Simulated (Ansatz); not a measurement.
## Structure relaxation of C

The calculation used DFT PBE, scalar-relativistic, plane waves, PAW in Ansatz 0.2.0.

C was placed on the sites of a reported O cell (C2/m, No. 12), at a guessed volume.

The final relaxation ran on this input, with the default PAW datasets:

```yaml
crystal:
  lattice:
    - [4.7820600499, -3.3416571226, 0.0]
    - [4.7820600499, 3.3416571226, 0.0]
    - [-2.7675389298, 0.0, 4.7527822557]
  atoms:
    - { symbol: C, position: [0.8838449639, 0.8838449639, 0.0524998855] }
    - { symbol: C, position: [0.1161550361, 0.1161550361, 0.9475001145] }
    - { symbol: C, position: [0.1354426152, 0.1354426152, 0.2317266591] }
    - { symbol: C, position: [0.8645573848, 0.8645573848, 0.7682733409] }
    - { symbol: C, position: [0.8532738913, 0.1661575048, 0.1421003479] }
    - { symbol: C, position: [0.8338424952, 0.1467261087, 0.8578996521] }
    - { symbol: C, position: [0.1467261087, 0.8338424952, 0.8578996521] }
    - { symbol: C, position: [0.1661575048, 0.8532738913, 0.1421003479] }
basis:
  ecutwfc: 420
kpoints:
  mp_grid: { grid: [6, 6, 6] }
hamiltonian:
  xc: pbe
scf:
  occupations: { method: gaussian, width: 0.02 }
output:
  forces: true
  stress: true
  eigenvalues: true
relax:
  adjacent_minimum: "off"
  f_tol: 0.01
  max_steps: 80
  cell: { stress_tol: 0.05 }
```

It can be run as:

```bash
ansatz run input.yaml --threads 1 --pin off --backend cpu --events-out ev --progress --plain --runs-dir out  # memory cap (--max-ram) not shown
```

End of the output:

```
SCF converged after 6 iterations
Free energy (F): -1989.044195 eV
Harris-Foulkes:  -1989.044195 eV  (|F-HF|=1.34e-11)
Internal energy: -1989.044195 eV  (E = F + TS)
E sigma→0 (E₀):  -1989.044195 eV
Fermi energy:    -1.194920 eV
--- Per-component energies (eV) ---
  E_band       = -261.365026
  E_kinetic    = 709.425075
  E_local      = -2712.802048  (includes V_loc(G=0)·N_el)
  E_nonlocal   = 216.663147
  E_hartree    = 1019.822188
  E_xc         = -375.209625
  E_vxc        = -463.622775  (∫ρ·V_xc dr)
  E_paw        = -791.761123  (= ΣΔE_a)
  E_vpaw       = -50.672860  (= ΣTr[D̂ρ^β])
  E_aug_tail   = 0.000053  (compensation charges beyond the density's cutoff)
  E_ewald      = -55.181863
  E_smearing   =  0.000000  (= −TS)
  E_closure    =  0.000000  (closes the sum)
  Σ components = -1989.044195   (vs F -1989.044195, Δ=0.00e0)
--- Forces (eV/Å), atoms counted from 1 ---
  atom   1  C      0.00104435     0.00000000     0.00119008
  atom   2  C     -0.00104435     0.00000000    -0.00119008
  atom   3  C     -0.00236700     0.00000000     0.00023276
  atom   4  C      0.00236700     0.00000000    -0.00023276
  atom   5  C     -0.00006196    -0.00065924     0.00083480
  atom   6  C      0.00006196    -0.00065924    -0.00083480
  atom   7  C      0.00006196     0.00065924    -0.00083480
  atom   8  C     -0.00006196     0.00065924     0.00083480
  max |Σ_I F_I| component: 0.00e0 eV/Å
--- Stress (GPa, compression-positive) ---
        0.018447       0.000000      -0.018032
        0.000000       0.028374       0.000000
       -0.018032       0.000000       0.026938
  P = ⅓ Tr σ = 0.0246 GPa (0.246 kbar)
--- Relaxed structure (16 steps of the walk, 14 accepted, 3 SCFs on fresh bases) ---
  F+E_penalty+E_count = -1989.04419501 eV   max|allowed force component| = 2.367e-3 eV/Å   (the final SCF, on the basis selected at the relaxed cell)
  cell:  # Å, volume = 158.9290 Å³
    - [4.822318, -3.376628, -0.107811]
    - [4.822318, 3.376628, -0.107811]
    - [-2.897988, 0.0, 4.944950]
  atoms:
    - { symbol: C, position: [0.874240, 0.874240, 0.021003] }
    - { symbol: C, position: [0.125760, 0.125760, 0.978997] }
    - { symbol: C, position: [0.128837, 0.128837, 0.239635] }
    - { symbol: C, position: [0.871163, 0.871163, 0.760365] }
    - { symbol: C, position: [0.846751, 0.156389, 0.130324] }
    - { symbol: C, position: [0.843611, 0.153249, 0.869676] }
    - { symbol: C, position: [0.153249, 0.843611, 0.869676] }
    - { symbol: C, position: [0.156389, 0.846751, 0.130324] }
```

Absolute energies hang on the potentials; compare differences alone.

The result has space group C2/m (No. 12). C on Wyckoff site i (2 atoms of the primitive cell) is coordinated by 3 C at 1.48 Å; C on Wyckoff site i (2 atoms of the primitive cell) has 3 C at 1.48 Å; C on Wyckoff site j (4 atoms of the primitive cell) has 3 C at 1.48 Å.

It lies 2.314 eV/atom above the element's standard state at the same level.

No dispersion correction is applied, so the spacing between layers, chains or molecules is poorly fixed, and with it the volume and density.

A structure relaxed within its symmetry needn't be a true minimum.